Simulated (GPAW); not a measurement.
# C (Fd-3m) in GPAW: convergence with density grid spacing (A)

Aim: find how far density grid spacing (A) must go before the results for C settle, at PBE. This setting moves, with any that are tied to it; all else stays.

All numbers are computed with GPAW 26.7.0; they aren't measurements. Logs are shortened: lines on timing, memory, paths and dates and some standing lists are left out, and cuts for length are marked. The log counts tension as positive stress, the text compression.

### Step 1. The crystal as given

Symmetry: Fd-3m, No. 227, cubic system. The conventional cell has a = 3.567 Å, b = 3.567 Å, c = 3.567 Å, α = 90.00°, β = 90.00°, γ = 90.00°. C (site symmetry -43m) has 4 C at 1.54 Å as nearest neighbours.

This isn't the form of C at room conditions, which is graphite.

### Step 2. With density grid spacing (A) 0.24

The input, run.py:

```python
from ase.dft.bandgap import bandgap
from ase.io import read, write
from ase.units import GPa
from gpaw import GPAW, PW

atoms = read('POSCAR')

calc = GPAW(mode=PW(800),
            h=0.24,
            xc='PBE',
            kpts={'size': (13, 13, 13), 'gamma': True},
            occupations={'name': 'fermi-dirac', 'width': 0.05},
            nbands=11,
            convergence={'density': 1e-05, 'energy': 1e-05},
            maxiter=100,
            txt='gpaw.txt')
atoms.calc = calc
energy = atoms.get_potential_energy()
forces = atoms.get_forces()
stress = atoms.get_stress()
calc.write('gs.gpw')
write('result.traj', atoms)
print(f'Energy: {energy:.6f} eV')
print('Forces (eV/A):')
print(forces.round(4))
print('Stress (GPa):', (stress / GPa).round(3))
print('Fermi level:', round(calc.get_fermi_level(), 4), 'eV')
print(f'Gap: {bandgap(calc)[0]:.4f} eV, direct: {bandgap(calc, direct=True)[0]:.4f} eV')
```

The input, POSCAR:

```
C
1.0
    0.0000000000      1.7833700000      1.7833700000
    1.7833700000      0.0000000000      1.7833700000
    1.7833700000      1.7833700000      0.0000000000
C
2
Direct
    0.7500000000      0.7500000000      0.7500000000
    0.5000000000      0.5000000000      0.5000000000
```

Potentials or basis: GPAW PAW data sets (gpaw-data 1.2.1), pw.

The run is started by

```sh
OMP_NUM_THREADS=1 python run.py
```

Wall time 8.3 s (1 thread of Arm Neoverse V1, shared host); peak memory 0.13 GiB.

What came out:

```yaml
Free_energy: -18.1971 eV
Pressure: 1.5 GPa
Band_gap_on_the_k_mesh: 4.14 eV, indirect (least direct gap 5.60 eV)
```

### Step 3. With density grid spacing (A) 0.2

Edit run.py of step 2 so:

```diff
@@ -8,3 +8,3 @@
 calc = GPAW(mode=PW(800),
-            h=0.24,
+            h=0.2,
             xc='PBE',
```

POSCAR is that of step 2.

Potentials or basis: GPAW PAW data sets (gpaw-data 1.2.1), pw.

The run is started by

```sh
OMP_NUM_THREADS=1 python run.py
```

Run time: 9.3 s. Hardware: 1 thread of Arm Neoverse V1, shared host; peak memory 0.13 GiB.

Results:

| Property | Result |
| --- | --- |
| Free energy | -18.1958 eV |
| Pressure | 1.5 GPa |
| Band gap on the k mesh | 4.14 eV, indirect (least direct gap 5.60 eV) |

### Step 4. With density grid spacing (A) 0.17

Edit run.py of step 3 so:

```diff
@@ -8,3 +8,3 @@
 calc = GPAW(mode=PW(800),
-            h=0.2,
+            h=0.17,
             xc='PBE',
```

POSCAR is that of step 3.

The run is started by

```sh
OMP_NUM_THREADS=1 python run.py
```

Run time: 9.8 s. Hardware: 1 thread of Arm Neoverse V1, shared host; peak memory 0.13 GiB.

What came out:

```
Free energy            : -18.1956 eV
Pressure               : 1.4 GPa
Band gap on the k mesh : 4.14 eV, indirect (least direct gap 5.60 eV)
```

### Step 5. With density grid spacing (A) 0.15

Edit run.py of step 4 so:

```diff
@@ -8,3 +8,3 @@
 calc = GPAW(mode=PW(800),
-            h=0.17,
+            h=0.15,
             xc='PBE',
```

POSCAR is that of step 4.

The run is started by

```sh
OMP_NUM_THREADS=1 python run.py
```

Run time: 15 s. Hardware: 1 thread of Arm Neoverse V1, shared host; peak memory 0.14 GiB.

It converged, with:

```yaml
Free_energy: -18.1958 eV
Pressure: 1.4 GPa
Band_gap_on_the_k_mesh: 4.14 eV, indirect (least direct gap 5.60 eV)
```

### Step 6. With density grid spacing (A) 0.13

Edit run.py of step 5 so:

```diff
@@ -8,3 +8,3 @@
 calc = GPAW(mode=PW(800),
-            h=0.15,
+            h=0.13,
             xc='PBE',
```

POSCAR is that of step 5.

Potentials or basis: GPAW PAW data sets (gpaw-data 1.2.1), pw.

The run is started by

```sh
OMP_NUM_THREADS=1 python run.py
```

It took 13 s on 1 thread of Arm Neoverse V1, shared host; peak memory 0.14 GiB.

The run converged. Its results:

| Item | Value |
| --- | --- |
| Free energy | -18.1958 eV |
| Pressure | 1.4 GPa |
| Band gap on the k mesh | 4.14 eV, indirect (least direct gap 5.60 eV) |

### Step 7. With density grid spacing (A) 0.11

Edit run.py of step 6 so:

```diff
@@ -8,3 +8,3 @@
 calc = GPAW(mode=PW(800),
-            h=0.13,
+            h=0.11,
             xc='PBE',
```

POSCAR is that of step 6.

The run is started by

```sh
OMP_NUM_THREADS=1 python run.py
```

It took 24 s on 1 thread of Arm Neoverse V1, shared host; peak memory 0.16 GiB.

It converged, with:

| Item | Value |
| --- | --- |
| Free energy | -18.1959 eV |
| Pressure | 1.4 GPa |
| Band gap on the k mesh | 4.14 eV, indirect (least direct gap 5.60 eV) |

### Step 8. With density grid spacing (A) 0.09

Edit run.py of step 7 so:

```diff
@@ -8,3 +8,3 @@
 calc = GPAW(mode=PW(800),
-            h=0.11,
+            h=0.09,
             xc='PBE',
```

POSCAR is that of step 7.

Potentials or basis: GPAW PAW data sets (gpaw-data 1.2.1), pw.

The run is started by

```sh
OMP_NUM_THREADS=1 python run.py
```

gpaw.txt:

```text
__  _  _
 | _ |_)|_||  |
 |__||  | ||/\| - 26.7.0

Input parameters:
  mode=PW(ecut=800.0),
  convergence={'density': 1e-05, 'energy': 1e-05},
  h=0.09,
  kpts=MonkhorstPack(size=(13, 13, 13), gamma=True),
  maxiter=100,
  nbands=11,
  occupations=Occupations(name='fermi-dirac', width=0.05),
  xc=XC(name='PBE')

Diagonalizing LCAO Hamiltonian
Converting LCAO to pw mode

          C
       C

Atoms  # Å, Bohr magnetons
|   | symbol |        x |        y |        z |    initial magnetic moments |
|---|--------|----------|----------|----------|-----------------------------|
| 0 |      C | 2.675055 | 2.675055 | 2.675055 | ( 0.0000,  0.0000,  0.0000) |
| 1 |      C | 1.783370 | 1.783370 | 1.783370 | ( 0.0000,  0.0000,  0.0000) |

Unit cell  # Å
| periodic |        x |        y |        z |  lengths |    angles |
|----------|----------|----------|----------|----------|-----------|
|      yes | 0.000000 | 1.783370 | 1.783370 | 2.522066 | 60.000000 |
|      yes | 1.783370 | 0.000000 | 1.783370 | 2.522066 | 60.000000 |
|      yes | 1.783370 | 1.783370 | 0.000000 | 2.522066 | 60.000000 |

Number of symmetries: 24
Symmetry operations  # r_c * U_cc + t_c -> r_c
|    | kind |            matrix            |
|----|------|------------------------------|
|  0 |  E   |  1, 0, 0,  0, 1, 0,  0, 0, 1 |
|  1 |  σ   |  1, 0, 0,  0, 0, 1,  0, 1, 0 |
|  2 |  σ   |  1, 0,-1,  0, 1,-1,  0, 0,-1 |
|  3 |  C3  |  1, 0,-1,  0, 0,-1,  0, 1,-1 |
|  4 |  C3  |  1,-1, 0,  0,-1, 1,  0,-1, 0 |
|  5 |  σ   |  1,-1, 0,  0,-1, 0,  0,-1, 1 |
|  6 |  σ   |  0, 1, 0,  1, 0, 0,  0, 0, 1 |
|  7 |  C3  |  0, 1, 0,  0, 0, 1,  1, 0, 0 |
|  8 |  C2  |  0, 1,-1,  1, 0,-1,  0, 0,-1 |
|  9 |  S4  |  0, 1,-1,  0, 0,-1,  1, 0,-1 |
| 10 |  C3  |  0, 0, 1,  1, 0, 0,  0, 1, 0 |
| 11 |  σ   |  0, 0, 1,  0, 1, 0,  1, 0, 0 |
| 12 |  S4  |  0, 0,-1,  1, 0,-1,  0, 1,-1 |
| 13 |  C3  |  0, 0,-1,  0, 1,-1,  1, 0,-1 |
| 14 |  S4  |  0,-1, 1,  1,-1, 0,  0,-1, 0 |
| 15 |  C2  |  0,-1, 1,  0,-1, 0,  1,-1, 0 |
| 16 |  C3  |  0,-1, 0,  1,-1, 0,  0,-1, 1 |
| 17 |  S4  |  0,-1, 0,  0,-1, 1,  1,-1, 0 |
[... 94 lines left out ...]
  History deletion threshold: 6.0
  Fourier metric: weight=20.0, sigma=0.015

occupation numbers:
  Fermi-Dirac:
    width: 0.0500  # eV

poisson solver:
  ecut: 6400.0  # eV

xc functional:
  name: PBE with 2 nearest neighbor stencil

convergence criteria:
- Maximum integral of absolute [dens]ity change: 1e-05 electrons / valence electron
- Maximum [total energy] change in last 3 cyles: 1e-05 eV / valence electron
- Maximum integral of absolute [eigenst]ate change: 4e-08 eV^2 / valence electron
maximum number of iterations: 100

SCF iterations
|iter     | |      energy | eigst |  dens |
|---------|-|-------------|-------|-------|
|iter:   1| |  -18.692880 | +0.15 |       |
|iter:   2| |  -18.624181 | -2.77 | -0.80 |
|iter:   3| |  -18.199492 | -1.48 | -0.83 |
|iter:   4| |  -18.195408 | -2.62 | -1.48 |
|iter:   5| |  -18.195951 | -4.50 | -2.21 |
|iter:   6| |  -18.195953 | -6.32 | -3.38 |
|iter:   7| |  -18.195953c| -7.73c| -4.06 |
|iter:   8| |  -18.195953c| -8.49c| -5.30c|

Converged in 8 steps
Energy contributions relative to reference atoms: (reference = -2055.256231)

Energy contributions:
  Kinetic:          16.539743
  Coulomb:         -15.628656
  Zero:              0.042791
  External:          0.000000
  Xc:              -19.149831
  Entropy:          -0.000000
  Spinorbit:         0.000000
  ----------------------------
  Free energy:     -18.195953
  Extrapolated:    -18.195953

dipole moment: (2.124553, 2.124553, 2.124553)  # |e|*Ang

Fermi level: 13.869
Eigenvalues  # (at kpt = [0.000, 0.000, 0.000])
| band index |      eig [eV] | occ [0-2] |
|------------|---------------|-----------|
|          0 |        -9.415 |     2.000 |
|          1 |        12.064 |     2.000 |
|          2 |        12.064 |     2.000 |
|          3 |        12.064 |     2.000 |
|          4 |        17.662 |     0.000 |
|          5 |        17.662 |     0.000 |
|          6 |        17.662 |     0.000 |
|          7 |        25.400 |     0.000 |
|          8 |        31.371 |     0.000 |
|          9 |        38.605 |     0.000 |
|         10 |        39.557 |     0.000 |

Gap: 4.143 eV
Transition (v -> c):
  (s=0, k=0, n=3, [0.00, 0.00, 0.00]) -> (s=0, k=35, n=4, [0.38, 0.38, 0.00])
Direct/indirect transitions are different
Direct gap: 5.598 eV
Transition at: (s=0, k=0, n=3, [0.00, 0.00, 0.00])

Forces  # eV/Ang
|       x |        y |        z |
|---------|----------|----------|
| 0.00000 | -0.00000 | -0.00000 |  # C    0
| 0.00000 | -0.00000 | -0.00000 |  # C    1

Stress tensor  # eV/Ang^3
|         x |         y |         z |
|-----------|-----------|-----------|
| -0.008864 |  0.000000 | -0.000000 |
|  0.000000 | -0.008864 |  0.000000 |
| -0.000000 |  0.000000 | -0.008864 |

# Writing to gs.gpw (mode='')
```

stdout:

```text
Energy: -18.195953 eV
Forces (eV/A):
[[ 0. -0. -0.]
 [ 0. -0. -0.]]
Stress (GPa): [-1.42 -1.42 -1.42  0.   -0.    0.  ]
Fermi level: 13.8687 eV
Gap: 4.1430 eV, direct: 5.5975 eV
```

Wall time 43 s (1 thread of Arm Neoverse V1, shared host); peak memory 0.19 GiB.

What came out:

```
Free energy            : -18.1960 eV
Pressure               : 1.4 GPa
Band gap on the k mesh : 4.14 eV, indirect (least direct gap 5.60 eV)
```

### Step 9. Result

```tsv
density grid spacing (A)	energy less the tightest run, at zero smearing (meV/atom)	pressure (GPa)	SCF cycles	CPU time (s)	peak memory (GiB)
0.24	-0.57	1.48	8	8.3	0.13
0.2	0.05	1.48	8	9.3	0.13
0.17	0.18	1.43	8	9.8	0.13
0.15	0.09	1.42	8	15	0.14
0.13	0.06	1.42	8	13	0.14
0.11	0.02	1.42	8	24	0.16
0.09	0.00	1.42	8	43	0.19
```

Against the tightest run, the energy stays within 1 meV/atom from 0.24 on; the pressure stays within 0.1 GPa from 0.24 on. The tightest run that finished is the yardstick and may itself not be fully converged.

Caveats: an odd mesh through Γ misses points on the zone boundary, where band edges often lie.
